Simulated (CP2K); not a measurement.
Runs of CP2K 2026.2 on C. Symmetry: C2/m, No. 12, monoclinic system. The conventional cell has a = 4.255 Å, b = 2.457 Å, c = 3.765 Å, α = 90.00°, β = 111.49°, γ = 90.00°. C (site symmetry m) is surrounded by 3 C at 1.42 Å. This is a stacking variant of graphite.

```csv
task,level,potentials or basis,cell,k mesh,smearing,EPS_DEFAULT,EXTRAPOLATION,basis sets,potentials,optimiser,gap on the mesh (eV),pressure (GPa),largest force (eV/Å)
relaxation of cell and atoms,LDA,GTH_POTENTIALS C GTH-PADE-q4; TZVP-MOLOPT-PBE-GTH basis,relaxed,10 × 10 × 6,fermi-dirac 0.0259 eV,1.0E-9,USE_PREV_P,C TZVP-MOLOPT-PBE-GTH-q4,C GTH-PADE-q4 of GTH_POTENTIALS,BFGS,1.19,0.0,0.01
band structure,LDA,GTH_POTENTIALS C GTH-PADE-q4; TZVP-MOLOPT-PBE-GTH basis,as given,13 × 13 × 8,fermi-dirac 0.0259 eV,1.0E-9,-,C TZVP-MOLOPT-PBE-GTH-q4,C GTH-PADE-q4 of GTH_POTENTIALS,-,0.91,-3.5,-
band structure,r2SCAN,POTENTIAL_UZH C GTH-SCAN-q4; TZVP-MOLOPT-SCAN-GTH basis,as given,13 × 13 × 8,fermi-dirac 0.01 eV,1.0E-10,-,C TZVP-MOLOPT-SCAN-GTH-q4,C GTH-SCAN-q4 of POTENTIAL_UZH,-,-,(a),0.01
band structure,LDA,GTH_POTENTIALS C GTH-PADE-q4; TZVP-MOLOPT-PBE-GTH basis,as given,13 × 13 × 8,fermi-dirac 0.01 eV,1.0E-10,-,C TZVP-MOLOPT-PBE-GTH-q4,C GTH-PADE-q4 of GTH_POTENTIALS,-,-,-3.5,-
```

Alike in all rows: no spin polarisation.

Question: Fill in the values left out.

Answer: (a) -0.4.

Caveats: the basis of atomic orbitals isn't converged, which shifts pressures, moduli and gaps; the mesh misses the band edges, which the band path finds closer together (some runs).

Not every run made on this cell is shown here.
